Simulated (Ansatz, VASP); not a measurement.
InP: VASP beside Ansatz

```
In P
1.0
     0.00000    2.61546    2.61546
     2.61546    0.00000    2.61546
     2.61546    2.61546    0.00000
In P
1 1
Cartesian
  0.0000 0.0000 0.0000
  2.6155 2.6155 2.6155
```

Alike in both runs: task single point; functional PBEsol; k mesh 14 × 14 × 14; occupations gaussian, width 0.05 eV; no spin polarisation.

```csv
,VASP,Ansatz
version,VASP 6.6.1,Ansatz 0.2.0
potentials or method,"VASP PAW PBE potentials, release 64 (In_d, P)","scalar-relativistic, plane waves, PAW"
plane-wave cutoff (eV),520,420
valence electrons in the cell,18,18
```

```tsv
	VASP	Ansatz	Ansatz less VASP
gap on the k mesh at the Fermi level (eV)	none	none	-
pressure (GPa)	14.8	14.6	-0.17
```

A gap of «none» marks a metal or a gap that the smearing closes.

Caveats: the PAW data sets were made with another functional, which shifts forces and pressure a little (VASP).
